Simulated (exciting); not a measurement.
A run of exciting (release sodium):

Contents of input.xml:

```xml
<input>
  <title>Hf</title>
  <structure speciespath="./" tshift="false" cartesian="true">
    <crystal scale="5.4426455984">
      <basevect>-0.588516195687 0.573628986061 0.569735441918</basevect>
      <basevect>0.651528662818 -0.573430279340 0.632549202328</basevect>
      <basevect>0.673949186936 0.658863267117 -0.569536735197</basevect>
    </crystal>
    <species speciesfile="Hf.xml" rmt="2.3">
      <atom coord="0.000000000000 0.000000000000 0.000000000000"/>
    </species>
  </structure>
  <groundstate do="fromscratch" ngridk="11 10 10" rgkmax="8" gmaxvr="14" lmaxapw="10" lmaxmat="10" lmaxvr="8" stype="Fermi Dirac" swidth="0.00183747" nempty="12" ValenceRelativity="iora*" epsengy="1e-05" epspot="1e-05" maxscl="60" outputlevel="normal">
    <libxc exchange="XC_GGA_X_OPTX" correlation="XC_GGA_C_LYP"/>
  </groundstate>
  <properties>
    <bandstructure>
      <plot1d>
        <path steps="60">
          <point coord="0 0 -0.5" label="X"/>
          <point coord="0 0 0" label="G"/>
          <point coord="0 0.5 0" label="Y" breakafter="true"/>
          <point coord="0 0.5 -0.5" label="L"/>
          <point coord="0 0 0" label="G"/>
          <point coord="0.5 -0.5 0" label="Z" breakafter="true"/>
          <point coord="0.5 -0.5 -0.5" label="N"/>
          <point coord="0 0 0" label="G"/>
          <point coord="0.5 0 0" label="M" breakafter="true"/>
          <point coord="0.5 0 -0.5" label="R"/>
          <point coord="0 0 0" label="G"/>
        </path>
      </plot1d>
    </bandstructure>
  </properties>
</input>
```

Potentials or basis: all-electron LAPW+lo, shipped species files, valence relativity iora*.

The run is started by

```bash
$ OMP_NUM_THREADS=1 exciting_smp
```

Hardware: 1 thread of Arm Neoverse V2, on a shared host.

Question: How long does it take, and how much memory?

Answer: Wall time 2.2 min on 1 thread of Arm Neoverse V2 (shared host), peak memory 0.11 GiB. Counts: scf iterations 13, plane waves 119.
